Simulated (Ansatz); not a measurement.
An elastic constant from a strain scan in WSe2

These are results of DFT PBE, scalar-relativistic, plane waves, PAW (Ansatz 0.2.0), not measurements. Cutoff 420 eV, Γ-centred 12×12×1 k-points, Gaussian smearing of 0.05 eV. Spin–orbit coupling is left out, which can shift energies with elements as heavy as these. No spin polarisation. Energies are free energies at this smearing, counted from the undisturbed cell; pressure is positive in compression.

The undisturbed cell (relaxed at this level; this form isn't the usual structure):

```
CELL_PARAMETERS angstrom
3.32061 0.00000 0.00000
-1.66030 2.87573 0.00000
0.00000 0.00000 31.02097
ATOMIC_POSITIONS crystal
W 0.66667 0.33333 0.00000
W 0.33333 0.66667 0.75435
W 0.33333 0.66667 0.24565
Se 0.33333 0.66667 0.05410
Se 0.66667 0.33333 0.80845
Se 0.66667 0.33333 0.29975
Se 0.33333 0.66667 0.94590
Se 0.66667 0.33333 0.70025
Se 0.66667 0.33333 0.19155
```

The cell holds layers and no dispersion correction was added, so their binding is poorly described.

The cell is strained by ε times the Voigt pattern (0, 0, 0, 0, 0, 1) (xx, yy, zz, yz, xz, xy; engineering shear) with fractional coordinates fixed. The cell holds 9 atoms in V0 = 296.22 Å³. The stress column is τ = (1/V0) dE/dε, got from the stress tensor σ (compression positive) at each point as −det(1 + εP) σ : P(1 + εP)⁻¹, with P the pattern as a tensor.

```csv
ε,ΔE (meV/atom),τ (GPa)
-0.0400,?,?
-0.0200,2.093,-1.018
0.0000,0.000,0.000
0.0100,0.523,0.509
0.0300,4.708,1.528
```

Task: Which combination of elastic constants does this scan measure, and how large is it?

Result: For small ε, τ = τ0 + Kε with K = pᵀCp, which for this pattern is C66 in the Cartesian frame shown. The parabola through τ at ε = -0.0200, 0 and 0.0100 has slope K = 51 GPa at zero. The energies per cell, E = NΔE, of the same two points give K = 2[E(ε₊)/ε₊ − E(ε₋)/ε₋]/[(ε₊ − ε₋)V0] = 51 GPa, in agreement. These are clamped-ion values.

Task: Predict the withheld row at ε = -0.0400 from the harmonic law, and compare.

Result: ΔE = V0(τ0 ε + Kε²/2)/N = 8.369 meV/atom and τ = -2.04 GPa. The calculation gives 8.369 meV/atom and -2.04 GPa, a miss of 0.01 meV/atom at most, so the harmonic law still holds here.

Forces appear on the atoms along this scan, and letting them relax would lower the energy and soften the response.